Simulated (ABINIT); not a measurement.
Runs of ABINIT 10.8.3 (patched build) on SnTe. It takes space group Fm-3m (No. 225, cubic). The conventional cell has a = 6.302 Å, b = 6.302 Å, c = 6.302 Å, α = 90.00°, β = 90.00°, γ = 90.00°. Around Te (site symmetry m-3m) lie 6 Sn at 3.15 Å. Around Sn (site symmetry m-3m) lie 6 Te at 3.15 Å. 

| task | level | V0 of scaled cells (Å³/atom) | B0 (GPa) |
| --- | --- | --- | --- |
| equation of state | WC | (b) | 48 |
| equation of state | BP86+D3(BJ) | (a) | 55 |
| equation of state | PBEsol | 31.03 | 47 |
| equation of state | revPBE+D3(BJ) | 30.74 | 47 |

Alike in all rows: potentials or basis JTH PAW PBE v2.0; no spin polarisation; cell as given; k mesh 7 × 7 × 7; cutoff (eV) 408; smearing fermi-dirac 0.05 eV.

Estimate the missing entries.

(a) 29.75; (b) 31.10.

Caveats: pressures at fixed basis lie under the slope of the energies; the PAW data sets were made with another functional, which shifts forces and pressure a little.

Runs at the PBE level aren't shown here.
